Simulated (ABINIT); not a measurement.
# InAs (F-43m) in ABINIT: notebook

One crystal, InAs, is run at these levels: LDA, revPBE, WC, SOGGA; tasks: band structure, equation of state.

Program: ABINIT 10.8.3 (patched build). These are calculated values, not measurements. Logs are shortened: lines on timing, memory, paths and dates and some standing lists are left out, and cuts for length are marked. The log counts tension as positive stress, the text compression.

**What was measured.**

A printed reference work, data compilation reports, for a bulk crystal of InAs at 4.2 K: band gap 0.418 eV (direct).

The runs below are set against these values where they give the same quantity.

### Step 1. The crystal as given

The structure is cubic, space group F-43m (No. 216). Conventional cell: a = 6.036 Å, b = 6.036 Å, c = 6.036 Å, α = 90.00°, β = 90.00°, γ = 90.00°. Around In (site symmetry -43m) lie 4 As at 2.61 Å. As (site symmetry -43m) is surrounded by 4 In at 2.61 Å.

### Step 2. Band structure, LDA

run.abi reads:

```
ndtset 2

pp_dirpath "./"
pseudos "In.LDA_PW-JTH_sp.xml, As.LDA_PW-JTH_sp.xml"

acell 3*1.0
rprim
     0.0000000000     5.7031934441     5.7031934441
     5.7031934441     0.0000000000     5.7031934441
     5.7031934441     5.7031934441     0.0000000000
ntypat 2
znucl 49 33
natom 2
typat 1 2
xred
     0.0000000000     0.0000000000     0.0000000000
     0.7500000000     0.7500000000     0.7500000000

ecut 408.170794 eV
pawecutdg 30.0

ixc 7

occopt 3
tsmear 0.05 eV

nstep 100

iomode 3
prtwf 0
prteig 0
prtebands 0
prtden1 1
prtvha1 1
prtvclmb1 1
prtpot1 1

kptopt1 1
ngkpt1 8 8 8
nshiftk1 1
shiftk1 0.0 0.0 0.0
nband1 8
tolvrs1 1.0e-9

iscf2 -2
getden2 1
nband2 12
nbdbuf2 2
tolwfr2 1.0e-12
kptopt2 -9
ndivsm2 5
prteig2 1
prtvol2 -3
kptbounds2
     0.0000000000     0.0000000000     0.0000000000
     0.5000000000     0.0000000000     0.5000000000
     0.5000000000     0.2500000000     0.7500000000
     0.3750000000     0.3750000000     0.7500000000
     0.0000000000     0.0000000000     0.0000000000
     0.5000000000     0.5000000000     0.5000000000
     0.6250000000     0.2500000000     0.6250000000
     0.5000000000     0.2500000000     0.7500000000
     0.5000000000     0.5000000000     0.5000000000
     0.3750000000     0.3750000000     0.7500000000
```

Potentials or basis: JTH PAW LDA v2.0 sp.

On the command line:

```
$ abinit run.abi > log 2>&1
```

run.abo:

```text
.Version 10.8.3 of ABINIT
 DATASET    1 : space group F-4 3 m (#216); Bravais cF (face-center cubic)
================================================================================
 Values of the parameters that define the memory need for DATASET  1.
     intxc =       0    ionmov =       0      iscf =      17    lmnmax =      13
     lnmax =       5     mgfft =      30  mpssoang =       3    mqgrid =    3001
     natom =       2  nloc_mem =       2    nspden =       1   nspinor =       1
    nsppol =       1      nsym =      24    n1xccc =       1    ntypat =       2
    occopt =       3   xclevel =       1
       mpw =        1036          nfft =       27000          nkpt =          29
 PAW method is used; the additional fine FFT grid is defined by:
   mgfftf=        40    nfftf =     64000
================================================================================
================================================================================

 DATASET    2 : space group F-4 3 m (#216); Bravais cF (face-center cubic)
================================================================================
 Values of the parameters that define the memory need for DATASET  2.
     intxc =       0    ionmov =       0      iscf =      -2    lmnmax =      13
     lnmax =       5     mgfft =      30  mpssoang =       3    mqgrid =    3001
     natom =       2  nloc_mem =       2    nspden =       1   nspinor =       1
    nsppol =       1      nsym =      24    n1xccc =       1    ntypat =       2
    occopt =       3   xclevel =       1
       mpw =        1040          nfft =       27000          nkpt =          87
 PAW method is used; the additional fine FFT grid is defined by:
   mgfftf=        40    nfftf =     64000
================================================================================
================================================================================

--------------------------------------------------------------------------------
------------- Echo of variables that govern the present computation ------------
--------------------------------------------------------------------------------
 -outvars: echo values of preprocessed input variables --------
            acell      1.0000000000E+00  1.0000000000E+00  1.0000000000E+00 Bohr
              amu      1.14820000E+02  7.49215900E+01
             ecut      1.50000000E+01 Hartree
           getden1          0
           getden2          1
             iscf1         17
             iscf2         -2
              ixc           7
           jdtset        1    2
           kptopt1          1
           kptopt2         -9
         kptrlatt        8    0    0      0    8    0      0    0    8
          kptrlen1     6.45242681E+01
          kptrlen2     3.00000000E+01
            natom           2
            nband1          8
            nband2         12
           nbdbuf1          0
           nbdbuf2          2
           ndtset           2
           ndivsm1          0
           ndivsm2          5
            ngfft          30      30      30
          ngfftdg          40      40      40
             nkpt1         29
             nkpt2         87
            nstep         100
             nsym          24
           ntypat           2
           occopt           3
        pawecutdg      3.00000000E+01 Hartree
        prtebands           0
           prteig1          0
           prteig2          1
           prtpot1          1
           prtpot2          0
         prtvclmb1          1
         prtvclmb2          0
           prtvha1          1
           prtvha2          0
           prtvol1          0
           prtvol2         -3
            prtwf           0
            rprim      0.0000000000E+00  5.7031934441E+00  5.7031934441E+00
                       5.7031934441E+00  0.0000000000E+00  5.7031934441E+00
                       5.7031934441E+00  5.7031934441E+00  0.0000000000E+00
[... 248 lines left out ...]
         ecut(hartree)=     15.000   => boxcut(ratio)=   2.13579

 Fine grid specifications (used for densities):

 getcut: wavevector=  0.0000  0.0000  0.0000  ngfft=  40  40  40
         ecut(hartree)=     30.000   => boxcut(ratio)=   2.01141
--------------------------------------------------------------------------------

================================================================================
 Non-SCF case, kpt    1 (  0.00000  0.00000  0.00000), residuals and eigenvalues=
  3.87E-13  6.16E-13  6.35E-13  7.35E-13  5.29E-13  6.66E-13  2.12E-13  5.91E-13
  4.63E-13  6.02E-13  9.48E-12  8.13E-13
 -4.6766E-01 -4.0372E-02 -2.8092E-02 -2.8092E-02 -2.8092E-02  1.1485E-01
  1.1485E-01  1.1485E-01  2.4327E-01  3.2605E-01  3.2605E-01  3.5657E-01
 Non-SCF case, kpt    2 (  0.03571  0.00000  0.03571), residuals and eigenvalues=
  7.67E-13  2.13E-13  8.22E-13  6.51E-13  3.54E-13  5.65E-13  2.15E-13  1.55E-13
  2.67E-13  5.44E-13  3.33E-12  1.42E-06
 -4.6709E-01 -5.5222E-02 -3.0094E-02 -3.0094E-02 -1.3248E-02  1.1196E-01
  1.1758E-01  1.1758E-01  2.4765E-01  3.1157E-01  3.2663E-01  3.5800E-01
 Non-SCF case, kpt    3 (  0.07143  0.00000  0.07143), residuals and eigenvalues=
[... 410 lines left out ...]
  5.11E-13  5.04E-13  2.48E-13  3.51E-13  2.89E-13  5.74E-13  5.19E-13  2.23E-13
  2.33E-13  5.04E-13  4.10E-12  2.77E-08
 -4.0631E-01 -2.3816E-01 -1.4903E-01 -9.3070E-02  5.2706E-02  1.4863E-01
  2.0991E-01  2.2003E-01  2.6484E-01  3.3104E-01  4.1916E-01  4.5904E-01
 Non-SCF case, kpt   86 (  0.38889  0.38889  0.72222), residuals and eigenvalues=
  9.29E-13  6.46E-13  1.95E-13  1.99E-13  1.72E-13  5.13E-13  2.18E-13  1.41E-13
  7.76E-13  3.38E-13  1.52E-08  3.48E-07
 -4.0401E-01 -2.3949E-01 -1.5189E-01 -9.7315E-02  4.9141E-02  1.4114E-01
  2.2430E-01  2.3470E-01  2.5645E-01  3.3249E-01  4.4208E-01  4.7076E-01
 Non-SCF case, kpt   87 (  0.37500  0.37500  0.75000), residuals and eigenvalues=
  7.14E-13  4.29E-13  6.04E-13  1.81E-13  2.17E-13  2.65E-13  2.88E-13  4.73E-13
  3.26E-13  3.04E-13  2.80E-08  1.72E-06
 -4.0266E-01 -2.4093E-01 -1.5085E-01 -1.0071E-01  4.6012E-02  1.2846E-01
  2.3928E-01  2.4613E-01  2.5526E-01  3.3933E-01  4.4689E-01  4.8756E-01

--- !ResultsGS
iteration_state: {dtset: 2, }
comment   : Summary of ground state results
lattice_vectors:
- [  0.0000000,   5.7031934,   5.7031934, ]
- [  5.7031934,   0.0000000,   5.7031934, ]
- [  5.7031934,   5.7031934,   0.0000000, ]
lattice_lengths: [   8.06553,    8.06553,    8.06553, ]
lattice_angles: [ 60.000,  60.000,  60.000, ] # degrees, (23, 13, 12)
lattice_volume:   3.7100888E+02
convergence: {deltae:  0.000E+00, res2:  0.000E+00, residm:  9.990E-13, diffor:  0.000E+00, }
etotal    :  -8.66022291E+00
entropy   :   0.00000000E+00
fermie    :  -2.63739583E-02
cartesian_stress_tensor: null
pressure_GPa: null
xred      :
- [  0.0000E+00,   0.0000E+00,   0.0000E+00, In]
- [  7.5000E-01,   7.5000E-01,   7.5000E-01, As]
cartesian_forces: null
force_length_stats: {min: null, max: null, mean: null, }
...

 Integrated electronic density in atomic spheres:
 ------------------------------------------------
 Atom  Sphere_radius  Integrated_density
    1        2.90115          2.35150760
    2        2.10392          2.72317980

================================================================================

 ----iterations are completed or convergence reached----

 Mean square residual over all n,k,spin=   46.095E-14; max=  99.904E-14
 reduced coordinates (array xred) for    2 atoms
       0.000000000000      0.000000000000      0.000000000000
       0.750000000000      0.750000000000      0.750000000000

 cartesian coordinates (angstrom) at end:
    1      0.00000000000000     0.00000000000000     0.00000000000000
    2      4.52699999691250     4.52699999691250     4.52699999691250
 length scales=  1.000000000000  1.000000000000  1.000000000000 bohr
              =  0.529177210544  0.529177210544  0.529177210544 angstroms
 Eigenvalues (hartree) for nkpt=  87  k points:
 kpt#   1, nband= 12, wtk=  1.00000, kpt=  0.0000  0.0000  0.0000 (reduced coord)
  -0.46766   -0.04037   -0.02809   -0.02809   -0.02809    0.11485    0.11485    0.11485
   0.24327    0.32605    0.32605    0.35657
 kpt#   2, nband= 12, wtk=  1.00000, kpt=  0.0357  0.0000  0.0357 (reduced coord)
  -0.46709   -0.05522   -0.03009   -0.03009   -0.01325    0.11196    0.11758    0.11758
   0.24765    0.31157    0.32663    0.35800
 kpt#   3, nband= 12, wtk=  1.00000, kpt=  0.0714  0.0000  0.0714 (reduced coord)
  -0.46541   -0.07469   -0.03563   -0.03563    0.00610    0.10434    0.12528    0.12528
   0.25931    0.28829    0.32837    0.36228
 kpt#   4, nband= 12, wtk=  1.00000, kpt=  0.1071  0.0000  0.1071 (reduced coord)
  -0.46262   -0.09420   -0.04362   -0.04362    0.02500    0.09408    0.13687    0.13687
   0.26141    0.28061    0.33127    0.36939
 kpt#   5, nband= 12, wtk=  1.00000, kpt=  0.1429  0.0000  0.1429 (reduced coord)
  -0.45878   -0.11345   -0.05296   -0.05296    0.04247    0.08291    0.15121    0.15121
   0.24217    0.30104    0.33533    0.37931
 kpt#   6, nband= 12, wtk=  1.00000, kpt=  0.1786  0.0000  0.1786 (reduced coord)
  -0.45394   -0.13233   -0.06277   -0.06277    0.05717    0.07195    0.16743    0.16743
[... 230 lines left out ...]
  -0.41209   -0.23822   -0.13101   -0.08289    0.05596    0.13564    0.18807    0.21580
   0.28599    0.33863    0.36525    0.43748
 kpt#  84, nband= 12, wtk=  1.00000, kpt=  0.4167  0.4167  0.6667 (reduced coord)
  -0.40914   -0.23770   -0.14194   -0.08817    0.05568    0.14534    0.20397    0.20796
   0.27491    0.33349    0.39117    0.44887
 kpt#  85, nband= 12, wtk=  1.00000, kpt=  0.4028  0.4028  0.6944 (reduced coord)
  -0.40631   -0.23816   -0.14903   -0.09307    0.05271    0.14863    0.20991    0.22003
   0.26484    0.33104    0.41916    0.45904
 kpt#  86, nband= 12, wtk=  1.00000, kpt=  0.3889  0.3889  0.7222 (reduced coord)
  -0.40401   -0.23949   -0.15189   -0.09732    0.04914    0.14114    0.22430    0.23470
   0.25645    0.33249    0.44208    0.47076
 kpt#  87, nband= 12, wtk=  1.00000, kpt=  0.3750  0.3750  0.7500 (reduced coord)
  -0.40266   -0.24093   -0.15085   -0.10071    0.04601    0.12846    0.23928    0.24613
   0.25526    0.33933    0.44689    0.48756

== END DATASET(S) ==============================================================
================================================================================

 -outvars: echo values of variables after computation  --------
            acell      1.0000000000E+00  1.0000000000E+00  1.0000000000E+00 Bohr
           etotal1    -8.6602229128E+00
            fcart1    -7.3770216676E-31  5.8784892680E-48  7.3770216676E-31
                       7.3770216676E-31 -5.8784892680E-48 -7.3770216676E-31
            rprim      0.0000000000E+00  5.7031934441E+00  5.7031934441E+00
                       5.7031934441E+00  0.0000000000E+00  5.7031934441E+00
                       5.7031934441E+00  5.7031934441E+00  0.0000000000E+00
           strten1    -3.4056266507E-05 -3.4056266507E-05 -3.4056266507E-05
                       0.0000000000E+00  0.0000000000E+00  0.0000000000E+00
           xangst      0.0000000000E+00  0.0000000000E+00  0.0000000000E+00
                       4.5269999969E+00  4.5269999969E+00  4.5269999969E+00
             xred      0.0000000000E+00  0.0000000000E+00  0.0000000000E+00
                       7.5000000000E-01  7.5000000000E-01  7.5000000000E-01
 Calculation completed.
```

It took 22 s on 1 thread of Arm Neoverse V1, shared host; peak memory 0.11 GiB.

What came out:

```yaml
Free_energy: -235.6567 eV
Pressure: 1.0 GPa
Band_gap_on_the_k_mesh: none (metal or under the smearing width)
```

Levels at the corners of the path, in eV from the Fermi level:
| point | band 1 | band 2 | band 3 | band 4 | band 5 | band 6 | band 7 | band 8 |
| --- | --- | --- | --- | --- | --- | --- | --- | --- |
| Γ | -12.01 | -0.38 | -0.05 | -0.05 | -0.05 | 3.84 | 3.84 | 3.84 |
| X | -10.21 | -5.99 | -2.40 | -2.40 | 1.38 | 1.93 | 9.11 | 9.18 |
| W | -10.18 | -5.83 | -3.07 | -2.97 | 4.18 | 4.22 | 4.91 | 5.99 |
| K | -10.24 | -5.84 | -3.39 | -2.02 | 1.97 | 4.21 | 7.23 | 7.42 |
| Γ | -12.01 | -0.38 | -0.05 | -0.05 | -0.05 | 3.84 | 3.84 | 3.84 |
| L | -10.73 | -5.90 | -1.05 | -1.05 | 0.80 | 4.62 | 4.62 | 6.75 |
| U | -10.24 | -5.84 | -3.39 | -2.02 | 1.97 | 4.21 | 7.23 | 7.42 |
| W | -10.18 | -5.83 | -3.07 | -2.97 | 4.18 | 4.22 | 4.91 | 5.99 |
| L | -10.73 | -5.90 | -1.05 | -1.05 | 0.80 | 4.62 | 4.62 | 6.75 |
| K | -10.24 | -5.84 | -3.39 | -2.02 | 1.97 | 4.21 | 7.23 | 7.42 |

Caveat: spin-orbit coupling is left out, which moves the levels of the heavy elements; this set keeps more shells in the core, which shifts pressures and gaps; this crystal is a semiconductor, whose small gap the functional closes, so the metal is an error of the method; the atomic spheres overlap.

### Step 3. Equation of state, revPBE

run.abi reads:

```
# Datasets: one volume each
ndtset 7
getwfk -1
scalecart1 3*0.9795861087
scalecart2 3*0.9864848297
scalecart3 3*0.9932883884
scalecart4 3*1.0000000000
scalecart5 3*1.0066227096
scalecart6 3*1.0131594038
scalecart7 3*1.0196128224

# Pseudopotentials
pp_dirpath "./"
pseudos "In.GGA_PBE-JTH_sp.xml, As.GGA_PBE-JTH_sp.xml"

# Structure
acell 3*1.0 Angstrom
rprim
     0.0000000000     3.0180000000     3.0180000000
     3.0180000000     0.0000000000     3.0180000000
     3.0180000000     3.0180000000     0.0000000000
ntypat 2
znucl 49 33
natom 2
typat 1 2
xred
     0.0000000000     0.0000000000     0.0000000000
     0.7500000000     0.7500000000     0.7500000000

# Plane-wave basis
ecut 408.170794 eV
pawecutdg 30.0
pawovlp 30

# k points
kptopt 1
ngkpt 8 8 8
nshiftk 1
shiftk 0.0 0.0 0.0

# Exchange and correlation
ixc 14

# Bands and occupations
nband 8
occopt 3
tsmear 0.05 eV

# SCF cycle
nstep 100
tolvrs 1.0e-9

# Output
iomode 3
prtwf 1
prtden 0
prteig 0
prtebands 0
```

Potentials or basis: JTH PAW PBE v2.0 sp.

On the command line:

```
$ abinit run.abi > log 2>&1
```

Wall time 55 s (1 thread of Arm Neoverse V1, shared host); peak memory 0.14 GiB.

The run converged. Its results:

```
Equilibrium volume : 30.75 Å³/atom (rough: see the caveat)
Bulk modulus       : 47 GPa (rough)
```

Energy against volume, from the lowest point:
```
volume (Å³/atom)  energy (meV/atom)
          25.840             145.05
          26.389             106.82
          26.939              74.70
          27.489              48.74
          28.039              27.97
          28.588              11.78
          29.138               0.00
```

Caveat: the cutoff is too short for stress, so the log's stress isn't used; pressures at fixed basis lie under the slope of the energies; the minimum lies outside the volumes run; the PAW data sets were made with another functional, which shifts forces and pressure a little; this set keeps more shells in the core, which shifts pressures and gaps; the atomic spheres overlap.

[end of part 1 of 2]
